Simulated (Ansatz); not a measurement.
Below is a relaxed structure of SnSe. The cell was found from a structure generator's guess, not taken from experiment.

Theory: DFT PBE, scalar-relativistic, plane waves, PAW (Ansatz 0.2.0). Cutoff 420 eV, Γ-centred mesh, Gaussian smearing, no spin polarisation.

```
Sn Se
1.0
    -5.43282    5.43282    3.06064
     5.43282   -5.43282    3.06064
     5.43282    5.43282   -3.06064
Sn Se
4 4
Direct
  0.87602 0.37602 0.25204
  0.12398 0.62398 0.74796
  0.37602 0.12398 0.50000
  0.62398 0.87602 0.50000
  0.86866 0.63134 0.50000
  0.13134 0.36866 0.50000
  0.36866 0.86866 0.23732
  0.63134 0.13134 0.76268
```

Formation energies are uncorrected and refer to the elements' standard structures at the same level. The references include grey tin.

(1) What space group does it have?

(2) How far does it lie from the elements in energy?

(3) Is it a metal?

(4) From what recipe could a structure generator have reached it?

Answers

(1) I4/mcm (No. 140). Conventional cell: a = 10.866 Å, c = 6.121 Å. Sn has 2 Se at 2.78 Å and 2 Se at 3.06 Å; Se has 2 Sn at 2.78 Å and 2 Sn at 3.06 Å.

(2) −0.352 eV/atom. Whether it is stable depends on the other phases of the system, which aren't compared here.

(3) No, the gap on the 6×6×6 mesh is 1.17 eV.

(4) One such recipe: 5-connected net, two elements alternating (I4/mcm, No. 140). Other recipes can lead to the same cell.

The last run used a 6×6×6 mesh for its 8-atom cell and Gaussian smearing of 0.02 eV. Weakly bound directions are ill-defined at this level, which has no dispersion term. Kohn–Sham gaps at this level usually fall short of measured ones. The reference form of Se is held partly by dispersion forces, which this level lacks. A structure relaxed within its symmetry needn't be a true minimum.
